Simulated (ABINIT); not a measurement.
WS2 (Tungstenite):

```xyz
6
Lattice="3.1800 0.0000 0.0000 -1.5900 2.7540 0.0000 0.0000 0.0000 12.5000" Properties=species:S:1:pos:R:3 pbc="T T T"
W     1.5900    0.9180    9.3750
W     0.0000    1.8360    3.1250
S     1.5900    0.9180    4.6875
S     0.0000    1.8360   10.9375
S     1.5900    0.9180    1.5625
S     0.0000    1.8360    7.8125
```

Base run:

- Program: ABINIT 10.8.3 (patched build)
- Functional: PBE
- Potentials or basis: JTH PAW PBE v2.0
- Cutoff: 544 eV
- k mesh: 6 × 6 × 2
- Occupations: fermi-dirac, width 0.05 eV
- Spin: no spin polarisation

Its results: band gap on the k mesh 1.05 eV, indirect (least direct gap 1.74 eV); pressure 2.3 GPa; largest force 0.153 eV/Å.

Q: The run is repeated on the same cell with these changes: k mesh from 6 × 6 × 2 to 8 × 8 × 2. What comes out?

A: Band gap on the k mesh 1.19 eV, indirect (least direct gap 2.19 eV); pressure 2.3 GPa; largest force 0.148 eV/Å.

Caveats: spin-orbit coupling is left out, which moves the levels of the heavy elements; this functional lacks dispersion, which binds the layers, so the pressure and a relaxed spacing across them are unreliable.

A k mesh can miss the band edges.
